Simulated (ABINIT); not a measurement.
The system is NaCl.

```
CELL_PARAMETERS angstrom
3.50219 0.00000 0.00000
0.00000 3.50219 0.00000
0.00000 0.00000 3.50219
ATOMIC_POSITIONS crystal
Cl 0.50000 0.50000 0.50000
Na 0.00000 0.00000 0.00000
```

Measurements of this composition are mostly on another form, of space group No. 225.

Base run:

| Item | Value |
| --- | --- |
| Program | ABINIT 10.8.3 (patched build) |
| Functional | PBE-EpsX |
| Potentials or basis | SPMS NC PBE v1.0 |
| Cutoff | 599 eV |
| k mesh | 6 × 6 × 6 |
| Occupations | fermi-dirac, width 0.05 eV |
| Spin | no spin polarisation |

Its results: band gap on the k mesh 7.10 eV, indirect (least direct gap 7.65 eV).

Question: The run is repeated on the same cell with these changes: functional from PBE-EpsX to PBE; potentials or basis from SPMS NC PBE v1.0 to PseudoDojo NC SR PBE v0.4.1 standard; cutoff from 599 eV to 1088 eV. What comes out?

Answer: Band gap on the k mesh 3.98 eV, indirect (least direct gap 4.47 eV).

Caveats: exact exchange is summed on a coarse mesh, which widens gaps by tenths of an eV (some runs).

A k mesh can miss the band edges.
